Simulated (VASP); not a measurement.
# TePb: relaxation of cell and atoms with MS2

TePb:

```
CELL_PARAMETERS angstrom
0.00000 3.23100 3.23100
3.23100 0.00000 3.23100
3.23100 3.23100 0.00000
ATOMIC_POSITIONS crystal
Pb 0.00000 0.00000 0.00000
Te 0.50000 0.50000 0.50000
```

```yaml
Program: VASP 6.6.1
Task: relaxation of cell and atoms
Functional: MS2
Potentials_or_basis: VASP PAW PBE potentials, release 64 (Pb_d, Te)
Cutoff: 600 eV
k_mesh: 7 × 7 × 7
Occupations: fermi-dirac, width 0.05 eV
Spin: no spin polarisation
Further_INCAR_settings: ALGO = Normal; EDIFF = 1e-07; IBRION = 2; EDIFFG = -0.005; NSW = 60; ISIF = 3
```

The relaxed volume is 33.59 Å³/atom. The relaxed cell is a = 4.563 Å, b = 4.563 Å, c = 4.563 Å, α = 60.00°, β = 60.00°, γ = 60.00°, the space group after relaxing (to 0.05 Å) is Fm-3m (No. 225) and the energy gained by relaxing is 0.1 meV/atom. The ionic steps are 3. The pressure after relaxing is 0.0 GPa.

Step by step:
| step | energy change (eV) | largest force (eV/Å) | pressure (GPa) | volume (Å³) |
| --- | --- | --- | --- | --- |
| 1 | 0.0000 | 0.0000 | -0.18 | 67.46 |
| 2 | -0.0001 | 0.0000 | 0.05 | 67.08 |
| 3 | -0.0002 | 0.0000 | 0.00 | 67.17 |

Final structure:
```
CELL_PARAMETERS angstrom
0.00000 3.22644 3.22644
3.22644 0.00000 3.22644
3.22644 3.22644 0.00000
ATOMIC_POSITIONS crystal
Pb 0.00000 0.00000 0.00000
Te 0.50000 0.50000 0.50000
```

Levels at points of the mesh, in eV from the Fermi level:
```csv
k point,band 6,band 7,band 8,band 9,band 10,band 11,band 12,band 13,band 14
"(0.00, 0.00, 0.00)",-12.56,-5.85,-1.85,-1.85,-1.85,3.69,3.69,3.69,5.34
```

Wall time 3.1 min on 1 thread of Intel(R) Xeon(R) 6975P-C (Granite Rapids), on a shared host, peak memory 0.26 GiB.

Caveat: this odd mesh misses L, where the gap lies, so gap, dielectric constants and Born charges aren't listed; the PAW data sets were made with another functional, which shifts forces and pressure a little. Spin-orbit coupling is left out, which matters for the levels of Pb, Te.
